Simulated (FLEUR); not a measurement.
Crystal: Cl.

```
CELL_PARAMETERS angstrom
3.14500 -2.25000 0.00000
3.14500 2.25000 0.00000
0.00000 0.00000 8.21000
ATOMIC_POSITIONS crystal
Cl 0.37000 0.63000 0.40000
Cl 0.13000 0.87000 0.90000
Cl 0.63000 0.37000 0.60000
Cl 0.87000 0.13000 0.10000
```

Base run:

| Property | Result |
| --- | --- |
| Program | FLEUR MaX-R8.1 (later development tree) |
| Functional | PBEsol |
| Potentials or basis | all-electron |
| Basis | FLAPW |
| Kmax | 5.57 1/bohr |
| k mesh | 7 × 7 × 4 |
| Occupations | fermi-dirac, width 0.05 eV |
| Spin | no spin polarisation |

Its results: band gap on the k mesh 2.43 eV, indirect (least direct gap 2.48 eV).

Question: The run is repeated on the same cell with these changes: functional from PBEsol to r2SCAN. What comes out?

Answer: Band gap on the k mesh 2.98 eV, indirect (least direct gap 3.05 eV).

r2SCAN gives the wider gap, since meta-GGAs in the generalised Kohn-Sham scheme recover part of the derivative discontinuity.

Caveats: the meta-GGA is that of a development version, with a GGA for the radial functions and cores and without core tails (some runs).

Not every run made on this cell is shown here.
